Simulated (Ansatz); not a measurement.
Cu2ZnSnSe4 in the kesterite structure at its r2SCAN geometry, run in Ansatz 0.2.0 at 2 levels of theory. No spin polarisation. The prototype was imposed, so other structures may be more stable.

The r2SCAN input:
```yaml
crystal:
  lattice:
    - [-2.8497024632, 2.8497024632, 5.6917566764]
    - [2.8497024632, -2.8497024632, 5.6917566764]
    - [2.8497024632, 2.8497024632, -5.6917566764]
  atoms:
    - { symbol: Cu, position: [0.0, 0.0, 0.0] }
    - { symbol: Cu, position: [0.75, 0.25, 0.5] }
    - { symbol: Zn, position: [0.25, 0.75, 0.5] }
    - { symbol: Sn, position: [0.5, 0.5, 0.0] }
    - { symbol: Se, position: [0.1033254132, 0.6291550788, 0.9923444408] }
    - { symbol: Se, position: [0.3708449212, 0.363189362, 0.4741703344] }
    - { symbol: Se, position: [0.636810638, 0.1109809724, 0.0076555592] }
    - { symbol: Se, position: [0.8890190276, 0.8966745868, 0.5258296656] }
kpoints:
  mp_grid: { grid: [6, 6, 6] }
  band_path:
    path:
      - [0.0, 0.0, 0.0]
      - [0.0, 0.0, 0.5]
      - [0.25, 0.25, 0.25]
      - [0.0, 0.5, 0.0]
      - [0.5, 0.5, -0.5]
      - [0.3126680805, 0.6873319195, -0.3126680805]
      - [-0.3126680805, 0.3126680805, 0.3126680805]
      - [-0.1253361611, 0.1253361611, 0.5]
      - [0.5, 0.5, -0.1253361611]
      - [0.0, 0.05, 0.0]
    npoints: 1
hamiltonian:
  xc: r2scan
scf:
  occupations: { method: fermi_dirac, width: 0.02 }
  n_extra_bands: 6
output:
  forces: true
  stress: true
  eigenvalues: true
```

Main results, then, where recorded, the levels near the gap in eV from the Fermi energy (columns number the bands from 0), one row a point of the path (Γ, X, P, N, M, S, S₀, R, G, N–Γ (0.90)):
```
Crystal: 8 atoms, lattice volume = 184.887 Å³
Symmetry: 4 space group operations
Space group: I-4 (ITA 82)
```
```
Basis set: ecut = 500 eV, 4725 PW (Γ)
k-points: 36 of 216 (time reversal used)
SCF converged after 11 iterations
Free energy (F): -44543.093024 eV
Internal energy: -44543.092841 eV  (E = F + TS)
E sigma→0 (E₀):  -44543.092933 eV
Entropy (-TS):   -0.000183 eV (-0.023 meV/atom)
Fermi energy:    8.523988 eV
--- Forces (eV/Å), atoms counted from 1 ---
  atom   1  Cu      0.00000      0.00000      0.00000
  atom   2  Cu      0.00000      0.00000      0.00000
  atom   3  Zn      0.00000      0.00000      0.00000
  atom   4  Sn      0.00000      0.00000      0.00000
  atom   5  Se    -0.00011    -0.00234      0.00126
  atom   6  Se    -0.00234      0.00011    -0.00126
  atom   7  Se      0.00011      0.00234      0.00126
  atom   8  Se      0.00234    -0.00011    -0.00126
--- Stress (GPa, compression-positive) ---
       -0.016834       0.000000       0.000000
        0.000000      -0.016834       0.000000
        0.000000       0.000000      -0.015559
  P = ⅓ Tr σ = -0.0164 GPa (-0.164 kbar)
```
```tsv
band_61	band_62	band_63	band_64	band_65	band_66
-0.083	-0.083	-0.041	0.034	1.890	2.573
-0.810	-0.600	-0.460	0.382	2.125	2.899
-0.860	-0.696	-0.690	0.690	2.682	2.810
-1.226	-1.136	-0.609	1.512	3.007	3.163
-1.203	-0.960	-0.960	1.041	1.942	1.942
-1.185	-0.776	-0.664	1.342	2.394	2.990
-1.185	-0.776	-0.664	1.342	2.394	2.990
-0.866	-0.768	-0.656	0.654	2.352	3.348
-0.866	-0.768	-0.656	0.654	2.352	3.348
-0.302	-0.106	-0.059	0.263	1.929	2.605
```

The r2SCAN gap is direct at Γ: 0.08 eV. (With 0.02 eV of smearing so small a gap leaves both edges partly filled, and it could close between the points sampled.)

HSE06. Against the first input these blocks differ (the band path and keys that only write files left aside):
```yaml
kpoints:
  mp_grid: { grid: [4, 4, 4] }
hamiltonian:
  xc: hse06
```

```
Basis set: ecut = 420 eV, 3611 PW (Γ)
k-points: 14 of 64 (time reversal used)
Exchange kernel: α = 0.2500, screened, ω = 0.2079 Å⁻¹, Wigner–Seitz truncation, v(0) = 1046.7016 eV·Å³, q-mesh 4×4×4
hybrid outer 1: dexx = +7.489e-2 eV, tail = 7.96e-4 eV
hybrid outer 2: dexx = +6.386e-6 eV, tail = 2.70e-7 eV, Δε = 7.56e-3 eV, ΔF = 1.33e-2 eV/Å
hybrid outer 3: dexx = +8.914e-9 eV, tail = 3.63e-9 eV, Δε = 2.59e-4 eV, ΔF = 1.55e-4 eV/Å
hybrid SCF converged: 3 outer / 22 inner (+14 warm-up)
Free energy (F): -44481.810877 eV
Fermi energy:    8.330604 eV
--- Forces (eV/Å), atoms counted from 1 ---
  atom   1  Cu      0.00000      0.00000      0.00000
  atom   2  Cu      0.00000      0.00000      0.00000
  atom   3  Zn      0.00000      0.00000      0.00000
  atom   4  Sn      0.00000      0.00000      0.00000
  atom   5  Se    -0.15728      0.26664      0.14690
  atom   6  Se      0.26664      0.15728    -0.14690
  atom   7  Se      0.15728    -0.26664      0.14690
  atom   8  Se    -0.26664    -0.15728    -0.14690
--- Stress (GPa, compression-positive) ---
        0.611436       0.000000       0.000000
        0.000000       0.611436       0.000000
        0.000000       0.000000       0.658766
  P = ⅓ Tr σ = 0.6272 GPa (6.272 kbar)
```
```tsv
band_61	band_62	band_63	band_64	band_65	band_66
-0.417	-0.417	-0.395	0.385	2.227	3.031
-1.311	-1.081	-0.897	0.741	2.577	3.347
-1.353	-1.178	-1.176	1.037	3.139	3.249
-1.825	-1.730	-1.083	1.967	3.400	3.600
-1.754	-1.514	-1.514	1.382	2.274	2.274
-1.830	-1.265	-1.139	1.774	2.772	3.414
-1.830	-1.265	-1.139	1.774	2.772	3.414
-1.391	-1.273	-1.117	1.027	2.806	3.815
-1.391	-1.273	-1.117	1.027	2.806	3.815
-0.558	-0.444	-0.412	0.522	2.268	3.064
```

With HSE06 the gap is 0.78 eV and direct, at Γ. With the atoms held, the mean pressure is +0.6 GPa (compression positive). The stress of a hybrid is loosely converged here.

The hybrids run on coarser meshes, which limits their stresses and small splittings of levels.

Totals of different functionals can't be compared.

No spin-orbit coupling is included; it can move band edges with weight on the heavy atoms by tenths of an eV.
